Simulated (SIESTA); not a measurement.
**TePb under changes of volume**

One of the cells (32.696 Å³/atom); the others are scaled copies at fixed shape and fractional positions:

```
CELL_PARAMETERS angstrom
4.02879 0.00000 0.00000
0.00000 4.02879 0.00000
0.00000 0.00000 4.02879
ATOMIC_POSITIONS crystal
Pb 0.00000 0.00000 0.00000
Te 0.50000 0.50000 0.50000
```

Measurements of this composition are mostly on another form, of space group No. 225.

| Quantity | Value |
| --- | --- |
| Program | SIESTA 5.4.2 |
| Functional | PBE |
| Potentials or basis | PseudoDojo 0.4 standard (PBE files) |
| Basis | DZP (energy shift 0.002 Ry) |
| Grid cutoff | 500 Ry |
| Energy shift | 0.002 Ry |
| k mesh | 7 × 7 × 7 |
| Occupations | fermi-dirac, width 0.05 eV |
| Spin | no spin polarisation |

| volume (Å³/atom) | energy over the lowest point (meV/atom) | pressure (GPa) |
| --- | --- | --- |
| 30.132 | 26.37 | 3.8 |
| 30.773 | 13.60 | 2.6 |
| 31.414 | 5.28 | 1.6 |
| 32.696 | 0.00 | -0.2 |
| 33.337 | ? | ? |
| 33.978 | 6.96 | -1.6 |

What does the run at 33.337 Å³/atom give?

Energy over the lowest point 2.13 meV/atom; pressure -0.9 GPa.

Worked out: A Birch-Murnaghan fit of order 3 (a polynomial in V^(-2/3)) to the other rows has its minimum at 32.56 Å³/atom with B0 = V·E''(V) = 40 GPa and B' = 5.5. It gives 2.14 meV/atom at 33.337 Å³/atom, against the run's 2.13, and -dE/dV = -0.9 GPa, against -0.9.

Energies are extrapolated to zero smearing.

Caveats: semicore shells carry a single zeta, which can move pressures by several GPa and volumes by a few percent; the basis of atomic orbitals isn't converged, which shifts pressures, moduli and gaps.
